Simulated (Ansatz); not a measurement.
Ru, fcc: how the functional moves the structure

All rows: Ansatz, plane waves with scalar-relativistic PAW, 420 eV (500 eV for the SCAN forms), relaxed under each functional, no dispersion correction, no zero-point motion. B₀ comes from uniform scaling at fixed shape; a dash is a value not given.

| functional | V (Å³/atom) | cell | B₀ (GPa) | magnetic state | ΔE to hcp (meV/atom) |
| --- | --- | --- | --- | --- | --- |
| PBE | 13.85 | a = 3.812 Å | 306 | spin not included | 115 |
| r²SCAN | 13.57 | a = 3.786 Å | 331 | spin not included | 126 |
| PBEsol | 13.40 | a = 3.770 Å | 341 | spin not included | 121 |
| LDA | 13.16 | a = 3.747 Å | 360 | spin not included | 124 |
| revPBE | 14.00 | a = 3.825 Å | 294 | spin not included | 114 |
| RPBE | 14.05 | a = 3.831 Å | 289 | spin not included | 113 |
| BLYP | 14.51 | a = 3.872 Å | 264 | spin not included | 105 |

LDA gives the smallest volume and BLYP the largest.
